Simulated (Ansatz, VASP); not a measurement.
## BN in VASP and in Ansatz

Contents of INCAR:

```
  PREC = Accurate
  ENCUT = 520
  EDIFF = 1E-6
  ISMEAR = 0
  SIGMA = 0.05
  LREAL = F
  LASPH = T
  NELM = 100
  ALGO = Normal
  ISIF = 2
  LWAVE = F
  LCHARG = F
  GGA = PS
  NBANDS = 16
```

KPOINTS

```
regular mesh
0
Gamma
  12 12 4
```

POSCAR

```
BN
1.0
    2.3460036095      0.0000000000      0.0000000000
   -1.1730018048      2.0316987232      0.0000000000
    0.0000000000      0.0000000000      7.4354238400
B N
2 2
Direct
    0.3333333333      0.6666666667      0.2500000000
    0.6666666667      0.3333333333      0.7500000000
    0.3333333333      0.6666666667      0.7500000000
    0.6666666667      0.3333333333      0.2500000000
```

Input for Ansatz:

```yaml
crystal:
  lattice:
    - [2.3460036095, 0.0, 0.0]
    - [-1.1730018048, 2.0316987232, 0.0]
    - [0.0, 0.0, 7.43542384]
  atoms:
    - { symbol: B, position: [0.3333333333, 0.6666666667, 0.25] }
    - { symbol: B, position: [0.6666666667, 0.3333333333, 0.75] }
    - { symbol: "N", position: [0.3333333333, 0.6666666667, 0.75] }
    - { symbol: "N", position: [0.6666666667, 0.3333333333, 0.25] }
basis:
  ecutwfc: 520.0
kpoints:
  mp_grid: { grid: [12, 12, 4] }
hamiltonian:
  xc: pbesol
  pseudopotentials: { kind: paw, azcp: { folder: soft_1 } }
scf:
  occupations: { method: gaussian, width: 0.05 }
output:
  forces: true
  stress: true
  eigenvalues: true
```

Alike in both runs: task single point; functional PBEsol; k mesh 12 × 12 × 4; occupations gaussian, width 0.05 eV; no spin polarisation.

|  | VASP | Ansatz |
| --- | --- | --- |
| version | VASP 6.6.1 | Ansatz 0.2.0 |
| potentials or method | VASP PAW PBE potentials, release 64 (B, N) | scalar-relativistic, plane waves, PAW |
| plane-wave cutoff (eV) | 520 | 520 |
| valence electrons in the cell | 16 | 16 |

|  | VASP | Ansatz | Ansatz less VASP |
| --- | --- | --- | --- |
| gap on the k mesh at the Fermi level (eV) | 4.33 | 4.34 | +0.009 |
| least direct gap on the mesh (eV) | 5.09 | 5.09 | +0.003 |

Ansatz warned: «pseudo_functional_mismatch».

 A k mesh can miss the band edges.
